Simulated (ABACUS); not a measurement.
The system is Ag.

```
CELL_PARAMETERS angstrom
0.00000 2.04275 2.04275
2.04275 0.00000 2.04275
2.04275 2.04275 0.00000
ATOMIC_POSITIONS crystal
Ag 0.00000 0.00000 0.00000
```

Base run:

```yaml
Program: ABACUS 3.10.1
Functional: PBE
Potentials_or_basis: PseudoDojo NC SR 0.4.1 PBE standard
Cutoff: 1116 eV
Density_cutoff: 4463 eV
Basis: plane waves
k_mesh: 11 × 11 × 11
Occupations: fermi-dirac, width 0.05 eV
Spin: no spin polarisation
```

Its results: band gap on the k mesh none (metal or under the smearing width); pressure 4.3 GPa.

Problem. The run is repeated on the same cell with these changes: cutoff from 1116 eV to 1361 eV; density cutoff from 4463 eV to 5442 eV; basis from plane waves to DZP LCAO (the cutoffs set its grid). What comes out?

Solution. Band gap on the k mesh none (metal or under the smearing width); pressure 5.2 GPa.

Caveats: the atomic orbitals were generated for these runs and aren't a published set (some runs); the basis of atomic orbitals isn't converged, which shifts pressures, moduli and gaps (some runs).

Not every run made on this cell is shown here.
